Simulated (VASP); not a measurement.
# GaSe (P6_3/mmc) in VASP: settings compared

The runs below take GaSe through phonons, dielectric tensor, elastic constants, band structure, with PBE+D3(BJ), PBE, LDA.

All numbers are computed with VASP 6.6.1; they aren't measurements. Logs are shortened: lines on timing, memory, paths and dates and some standing lists are left out, and cuts for length are marked.

**1. Starting point**

The structure is hexagonal, space group P6_3/mmc (No. 194). Conventional cell: a = 3.771 Å, b = 3.771 Å, c = 15.967 Å, α = 90.00°, β = 90.00°, γ = 120.00°. Ga (site symmetry 3m) is surrounded by 1 Ga at 2.44 Å and 3 Se at 2.48 Å. Around Se (site symmetry 3m) lie 3 Ga at 2.48 Å.

**2. Phonons, PBE+D3(BJ)**

The input, POSCAR:

```
GaSe
1.0
    3.7709714957      0.0000000000     -0.0000000000
   -1.8854857479      3.2657571122      0.0000000000
    0.0000000000      0.0000000000     15.9666916064
  Ga              Se
     4     4
Direct
     0.3333333332999970    0.6666666667000030    0.1734623021079313
     0.6666666667000030    0.3333333332999970    0.6734623021079313
     0.3333333332999970    0.6666666667000030    0.3265376978920687
     0.6666666667000030    0.3333333332999970    0.8265376978920687
     0.3333333332999970    0.6666666667000030    0.5995067362780013
     0.6666666667000030    0.3333333332999970    0.0995067362780014
     0.3333333332999970    0.6666666667000030    0.9004932637219987
     0.6666666667000030    0.3333333332999970    0.4004932637219986
```

The input, INCAR.step1:

```
SYSTEM = GaSe
PREC = Accurate
ENCUT = 600
EDIFF = 1E-8
ISMEAR = 0
SIGMA = 0.03
LREAL = .FALSE.
LASPH = .TRUE.
NELM = 80
ALGO = Normal
ISIF = 3
LWAVE = .FALSE.
LCHARG = .FALSE.
GGA = PE
IVDW = 12
KPAR = 2
IBRION = 2
NSW = 40
EDIFFG = -0.002
```

The input, INCAR.step2:

```
SYSTEM = GaSe
PREC = Accurate
ENCUT = 600
EDIFF = 1E-8
ISMEAR = 0
SIGMA = 0.03
LREAL = .FALSE.
LASPH = .TRUE.
NELM = 80
ALGO = Normal
ISIF = 2
LWAVE = .FALSE.
LCHARG = .FALSE.
GGA = PE
IVDW = 12
KPAR = 2
IBRION = 6
NFREE = 2
POTIM = 0.015
NSW = 1
```

The input, KPOINTS:

```
Automatic mesh
0
G
  12 12 2
  0 0 0
```

Potentials or basis: VASP PAW PBE potentials, release 64 (Ga_d, Se).

Started as:

```bash
$ cat potpaw_PBE.64/Ga_d/POTCAR potpaw_PBE.64/Se/POTCAR > POTCAR
$ cp INCAR.step1 INCAR
$ mpirun -np 2 vasp_std > vasp.out
$ cp CONTCAR POSCAR
$ cp INCAR.step2 INCAR
$ mpirun -np 2 vasp_std > vasp.out
```

OUTCAR:

```text
SYSTEM = GaSe
   PREC = Accurate
   ENCUT = 600
   EDIFF = 1E-8
   ISMEAR = 0
   LREAL = .FALSE.
   LASPH = .TRUE.
   NELM = 80
   ISIF = 2
   GGA = PE
   IVDW = 12
   IBRION = 6
   NFREE = 2
   POTIM = 0.015
   NSW = 1
 IVDW          = 12

 ion  position               nearest neighbor table
   1  0.333  0.667  0.173-   3 2.44   6 2.48   6 2.48   6 2.48
   2  0.667  0.333  0.673-   4 2.44   5 2.48   5 2.48   5 2.48
   3  0.333  0.667  0.327-   1 2.44   8 2.48   8 2.48   8 2.48
   4  0.667  0.333  0.827-   2 2.44   7 2.48   7 2.48   7 2.48
   5  0.333  0.667  0.600-   2 2.48   2 2.48   2 2.48
   6  0.667  0.333  0.100-   1 2.48   1 2.48   1 2.48
   7  0.333  0.667  0.900-   4 2.48   4 2.48   4 2.48
   8  0.667  0.333  0.400-   3 2.48   3 2.48   3 2.48

  LATTYP: Found a hexagonal cell.
 ALAT       =     3.7709714957
 C/A-ratio  =     4.2341056210

  Lattice vectors:

 A1 = (   3.7709714957,   0.0000000000,   0.0000000000)
 A2 = (  -1.8854857479,   3.2657571122,   0.0000000000)
 A3 = (   0.0000000000,   0.0000000000,  15.9666916064)

Analysis of symmetry for initial positions (statically):
=====================================================================
 Subroutine PRICEL returns:
 Original cell was already a primitive cell.

 Routine SETGRP: Setting up the symmetry group for a
 hexagonal supercell.

 Subroutine GETGRP returns: Found 24 space group operations
 (whereof 12 operations were pure point group operations)
 out of a pool of 24 trial point group operations.

The static configuration has the point symmetry D_3d.
 The point group associated with its full space group is D_6h.

Analysis of symmetry for dynamics (positions and initial velocities):
=====================================================================
 Subroutine PRICEL returns:
 Original cell was already a primitive cell.

 Routine SETGRP: Setting up the symmetry group for a
 hexagonal supercell.

 Subroutine GETGRP returns: Found 24 space group operations
 (whereof 12 operations were pure point group operations)
 out of a pool of 24 trial point group operations.

The dynamic configuration has the point symmetry D_3d.
 The point group associated with its full space group is D_6h.

 Subroutine INISYM returns: Found 24 space group operations
 (whereof 12 operations are pure point group operations),
 and found     1 'primitive' translations

----------------------------------------------------------------------------------------

                                     Primitive cell

  volume of cell :     196.6310

  direct lattice vectors                    reciprocal lattice vectors
     3.770971496  0.000000000  0.000000000     0.265183654  0.153103854  0.000000000
    -1.885485748  3.265757112  0.000000000     0.000000000  0.306207708  0.000000000
     0.000000000  0.000000000 15.966691606     0.000000000  0.000000000  0.062630382

  length of vectors
     3.770971496  3.770971496 15.966691606     0.306207708  0.306207708  0.062630382

  position of ions in fractional coordinates (direct lattice)
     0.333333333  0.666666667  0.173462302
     0.666666667  0.333333333  0.673462302
     0.333333333  0.666666667  0.326537698
     0.666666667  0.333333333  0.826537698
     0.333333333  0.666666667  0.599506736
     0.666666667  0.333333333  0.099506736
     0.333333333  0.666666667  0.900493264
     0.666666667  0.333333333  0.400493264

  ion indices of the primitive-cell ions
   primitive index   ion index
                 1           1
                 2           2
                 3           3
                 4           4
                 5           5
                 6           6
                 7           7
                 8           8

[... 62 lines left out ...]
   PREC   = accura    normal or accurate (medium, high low for compatibility)
   ISTART =      0    job   : 0-new  1-cont  2-samecut
   ICHARG =      2    charge: 1-file 2-atom 10-const
   ISPIN  =      1    spin polarized calculation?
   LNONCOLLINEAR =      F non collinear calculations
   LSORBIT =      F    spin-orbit coupling
   LASPH  =      T    aspherical Exc in radial PAW
   ENCUT  =  600.0 eV  44.10 Ry    6.64 a.u.   7.53  7.53 31.89*2*pi/ulx,y,z
   NELM   =     80;   NELMIN=  2; NELMDL=  0     # of ELM steps
   EDIFF  = 0.1E-07   stopping-criterion for ELM
   LREAL  =      F    real-space projection
   EDIFFG = 0.1E-06   stopping-criterion for IOM
   NSW    =    133    number of steps for IOM
   IBRION =      6    ionic relax: 0-MD 1-quasi-New 2-CG
   NFREE  =      2    steps in history (QN), initial steepest desc. (CG)
   ISIF   =      2    stress and relaxation
   ISYM   =      2    0-nonsym 1-usesym 2-fastsym
   POTIM  = 0.0150    time-step for ionic-motion
   TEBEG  =    0.0;   TEEND  =   0.0 temperature during run
   PSTRESS=    0.0 pullay stress
   NELECT =      76.0000    total number of electrons
   NUPDOWN=      -1.0000    fix difference up-down
   EMIN   =  10.00;   EMAX   =-10.00  energy-range for DOS
   EFERMI =   0.00;   METHOD = LEGACY
   ISMEAR =     0;   SIGMA  =   0.03  broadening in eV -4-tet -1-fermi 0-gaus
   EFERMI_NEDOS =   21; number of points for ismear=-14 and -15
   IALGO  =     38    algorithm
   IMIX   =      4    mixing-type and parameters
     AMIX     =   0.40;   BMIX     =  1.00
     AMIX_MAG =   1.60;   BMIX_MAG =  1.00
  volume/ion in A,a.u.               =      24.58       165.87
  Fermi-wavevector in a.u.,A,eV,Ry     =   1.192510  2.253517 19.348572  1.422080
  Thomas-Fermi vector in A             =   2.328546
   LORBIT       =      0    0 simple, 1 ext, 2 COOP (PROOUT), +10 PAW based schemes
   GGA     = PE    functional components
   LHFCALC =     F    Hartree Fock is set to
   AEXX    =    0.0000 exact exchange contribution
   IVDW    =    12    specifies the selected vdW correction
   LEPSILON=     F    determine dielectric tensor
   LRPA    =     F    only Hartree local field effects (RPA)
 finite differences with symmetry
 non-spin polarized calculation
 Gauss-broadening in eV      SIGMA  =   0.03
  energy-cutoff  :      600.00
  volume of cell :      196.63
 maximum number of plane-waves:      6607
   NGX = 15   NGY = 15   NGZ = 63

--------------------------------------- Ionic step        1  -------------------------------------------

 number of electron      75.9999991 magnetization

 Free energy of the ion-electron system (eV)
  ---------------------------------------------------
  ext. energy  EPLUGINS =         0.00000000
  ---------------------------------------------------
  free energy    TOTEN  =       -30.23481442 eV

  energy without entropy =      -30.23481442  energy(sigma->0) =      -30.23481442

------------------------ aborting loop because EDIFF is reached ----------------------------------------

 Edisp (eV)   -2.32101

 E8    (eV) :    -1.0197
[... 359 lines left out ...]
--------------------------------------- Ionic step        9  -------------------------------------------

 number of electron      75.9999990 magnetization

 Free energy of the ion-electron system (eV)
  ---------------------------------------------------
  ext. energy  EPLUGINS =         0.00000000
  ---------------------------------------------------
  free energy    TOTEN  =       -30.23378695 eV

  energy without entropy =      -30.23378695  energy(sigma->0) =      -30.23378695

 E-fermi :   3.5419     XC(G=0):  -9.2465

 val. band max:        3.4086411976   @ k =   0.0000   0.0000   0.0000
 cond. band min:       4.2605101312   @ k =   0.0000   0.0000   0.0000
 fundamental gap:      0.8518689337
 Fermi energy:         3.5418601760

 k-point     1 :       0.0000    0.0000    0.0000
  band No.  band energies     occupation
      1     -11.7800      2.00000
      2     -11.7791      2.00000
      3     -11.6604      2.00000
      4     -11.6604      2.00000
      5     -11.6589      2.00000
      6     -11.6589      2.00000
[... 1141 lines left out ...]
     44       7.4666      0.00000
     45       7.6717      0.00000

 [... further k-points ...]

------------------------ aborting loop because EDIFF is reached ----------------------------------------

 Edisp (eV)   -2.32112

 E8    (eV) :    -1.0198
[... 31 lines left out ...]
  FREE ENERGIE OF THE ION-ELECTRON SYSTEM (eV)
  ---------------------------------------------------
  free  energy   TOTEN  =       -32.5549074309 eV

  energy  without entropy=      -32.5549074309  energy(sigma->0) =      -32.55490743

 INTERNAL STRAIN TENSORS FROM DISPLACED ATOMS
 ============================================

 INTERNAL STRAIN TENSOR FOR ION    1 for displacements in x,y,z  (eV/Angst):
          X           Y           Z          XY          YZ          ZX
  --------------------------------------------------------------------------------
  x     0.00000    -0.00000     0.00000    -3.87329     0.00000    -5.16578
  y    -3.87329     3.87329     0.00000    -0.00000    -5.16578     0.00000
  z    -7.27610    -7.27610     7.01778     0.00000     0.00000     0.00000

 INTERNAL STRAIN TENSOR FOR ION    8 for displacements in x,y,z  (eV/Angst):
          X           Y           Z          XY          YZ          ZX
  --------------------------------------------------------------------------------
  x    -0.00000     0.00000    -0.00000     4.09770     0.00000    -7.74520
  y     4.09770    -4.09770    -0.00000     0.00000    -7.74522     0.00000
  z    -6.60203    -6.60203    -8.44936     0.00000     0.00000    -0.00000

 Eigenvectors and eigenvalues of the dynamical matrix
 ----------------------------------------------------

   1 f  =    9.092455 THz    57.129581 2PiTHz  303.291660 cm-1    37.603356 meV
             X         Y         Z           dx          dy          dz
     -0.000000  2.177171  2.769619    -0.000000   -0.000000    0.460825
      1.885486  1.088586 10.752965    -0.000000    0.000000   -0.460825
     -0.000000  2.177171  5.213727    -0.000000   -0.000000   -0.460825
      1.885486  1.088586 13.197073    -0.000000    0.000000    0.460825
     -0.000000  2.177171  9.572139     0.000000   -0.000000    0.194012
      1.885486  1.088586  1.588793     0.000000    0.000000   -0.194012
     -0.000000  2.177171 14.377898    -0.000000   -0.000000   -0.194012
      1.885486  1.088586  6.394552     0.000000    0.000000    0.194012
[... 243 lines left out ...]
  24 f/i=    0.005742 THz     0.036079 2PiTHz    0.191535 cm-1     0.023747 meV
             X         Y         Z           dx          dy          dz
     -0.000000  2.177171  2.769619     0.313486   -0.138538   -0.000000
      1.885486  1.088586 10.752965     0.313486   -0.138538   -0.000000
     -0.000000  2.177171  5.213727     0.313486   -0.138538   -0.000000
      1.885486  1.088586 13.197073     0.313486   -0.138538   -0.000000
     -0.000000  2.177171  9.572139     0.332985   -0.147155   -0.000000
      1.885486  1.088586  1.588793     0.332985   -0.147155   -0.000000
     -0.000000  2.177171 14.377898     0.332985   -0.147155   -0.000000
      1.885486  1.088586  6.394552     0.332985   -0.147155   -0.000000

 ELASTIC MODULI CONTR FROM IONIC RELAXATION (kBar)
 Direction    XX          YY          ZZ          XY          YZ          ZX
 --------------------------------------------------------------------------------
 XX        -270.6482    -80.4175   -169.0959      0.0000      0.0000      0.0000
 YY         -80.4175   -270.6482   -169.0959      0.0000     -0.0000     -0.0000
 ZZ        -169.0959   -169.0959   -758.3501      0.0000      0.0000     -0.0000
 XY           0.0000      0.0000      0.0000    -95.1153      0.0000     -0.0000
 YZ          -0.0000      0.0000      0.0000      0.0000   -360.0540      0.0000
 ZX           0.0000     -0.0000     -0.0000     -0.0000      0.0000   -360.0521
 --------------------------------------------------------------------------------
```

Wall time 1.5 h (2 MPI ranks of AMD EPYC 7R43 (Zen 3), shared host); peak memory 1.9 GiB.

Results:

* Highest phonon frequency at Γ, LO-TO splitting left out: 303 cm⁻¹
* Dispersion energy per atom: -0.290 eV

Phonon frequencies in cm⁻¹ (negative: imaginary):
```tsv
q point	frequencies
(0.000, 0.000, 0.000)	0 0 0 17 17 38 53 53 55 55 124 132 201 201 201 201 206 206 206 206 233 241 303 303
```

(Part 1 of 2 ends here.)
